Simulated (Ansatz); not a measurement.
# HfS2: the cost of one run

Program: Ansatz 0.2.0. Level of theory: DFT PBE+D3(BJ), scalar-relativistic, plane waves, PAW. These are calculated values, not measurements.

2 further runs of the same task are left out: 2 set aside as unsound or not needed.

### 1 The starting structure

Symmetry: P-3m1, No. 164, trigonal system. Conventional cell: a = 3.640 Å, b = 3.640 Å, c = 6.056 Å, α = 90.00°, β = 90.00°, γ = 120.00°. Around Hf (site symmetry -3m) lie 6 S at 2.54 Å. S (site symmetry 3m) has 3 Hf at 2.54 Å as nearest neighbours.

Structure file:

```
Hf S
1.0
     3.63966    0.00000    0.00000
    -1.81983    3.15204    0.00000
     0.00000    0.00000    6.05556
Hf S
1 2
Direct
  0.00000 0.00000 0.00000
  0.66667 0.33333 0.76395
  0.33333 0.66667 0.23605
```

Source of the structure: the Materials Project (structure only).

### 7 Plan of the scan

Atoms count from 1 in the order of the input.

The upper layer of a bilayer is slid over the lower one; relaxed at each slide: nothing; the origin of the map has S4 above S3; the distance between the facing planes is held at 3.29 Å.

First coordinate, slide of the upper layer along the first cell vector, from S4 above S3: 6 values from 0.000 to 0.833, periodic. Second coordinate, slide of the upper layer along the second cell vector, from S4 above S3: 6 values from 0.000 to 0.833, periodic.

Nothing else is relaxed. Points are written as (first, second).

The two vectors of the plane (Å): (3.618, 0.000, 0.000); (-1.809, 3.134, 0.000).

(The set-up runs are not shown.)

### 8 Point (0/6, 0/6) of the map's two axes

input.yaml reads:

```yaml
crystal:
  lattice:
    - [3.6183309559, 0.0, 0.0]
    - [-1.809165478, 3.1335665271, 0.0]
    - [0.0, 0.0, 23.3211616389]
  atoms:
    - { symbol: S, position: [0.6666666667, 0.3333333333, 0.1929577981] }
    - { symbol: Hf, position: [0.0, 0.0, 0.2553599388] }
    - { symbol: S, position: [0.3333333333, 0.6666666667, 0.3177620795] }
    - { symbol: S, position: [0.3333333333, 0.6666666667, 0.4588356697] }
    - { symbol: Hf, position: [-0.3333333333, 0.3333333333, 0.5212378104] }
    - { symbol: S, position: [0.0, 1.0, 0.5836399511] }
basis:
  ecutwfc: 420
kpoints:
  mp_grid: { grid: [9, 9, 1] }
hamiltonian:
  xc: pbe
  dispersion: d3bj
scf:
  occupations: { method: gaussian, width: 0.05 }
output:
  forces: true
  eigenvalues: true
efield:
  axis: 3
  dipole_correction: true
  ramp_width: 0.04
```

On the command line:

```sh
> ansatz run input.yaml --threads 1 --pin off --max-ram 3072MiB --backend cpu --events-out ev --progress --plain --runs-dir out
```

What time and memory should one allow on 1 thread of Intel Xeon 6975P-C (Granite Rapids), shared host?

About 7.4 s, with a peak of 0.52 GiB.
